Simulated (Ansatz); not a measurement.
## Relaxing In

Theory: DFT PBE, scalar-relativistic, plane waves, PAW in Ansatz. Cutoff 420 eV, Γ-centred k mesh, Gaussian smearing, no spin polarisation in the final step.

The start is a random cell of In without symmetry, drawn with lower limits on the distances.

```
CELL_PARAMETERS angstrom
6.54029 0.00000 0.00000
-2.12312 4.65829 0.00000
0.42708 -3.47851 6.59989
ATOMIC_POSITIONS crystal
In 0.12646 0.29467 0.87178
In 0.97793 0.95730 0.24932
In 0.65531 0.59430 0.66355
In 0.60133 0.95700 0.30999
In 0.23929 0.55412 0.55868
In 0.87497 0.54325 0.26061
```

Cell and atoms relax at zero pressure; the relaxation can't lower the symmetry of the start. After a coarse first stage the cell is made exact in the group found at 0.06 Å.

(1) Describe the relaxed structure.

(2) What are its volume, density and gap?

Answers

(1) It ends in I4/mmm (No. 139). The result has the indium (bct) structure. Conventional cell: a = 3.334 Å, c = 4.951 Å. Around In lie 12 In at 3.33–3.42 Å.

```
In
1.0
    -1.66695    1.66695    2.47544
     1.66695   -1.66695    2.47544
     1.66695    1.66695   -2.47544
In
1
Direct
  0.50000 0.50000 0.00000
```

(2) The volume per atom is 27.51 Å³ and the density is 6.93 g/cm³. The gap on the 20×20×20 mesh is 0 eV (a metal).

The final run used a 20×20×20 mesh on its 1-atom cell and 0.10 eV smearing. A structure relaxed within its symmetry needn't be a true minimum.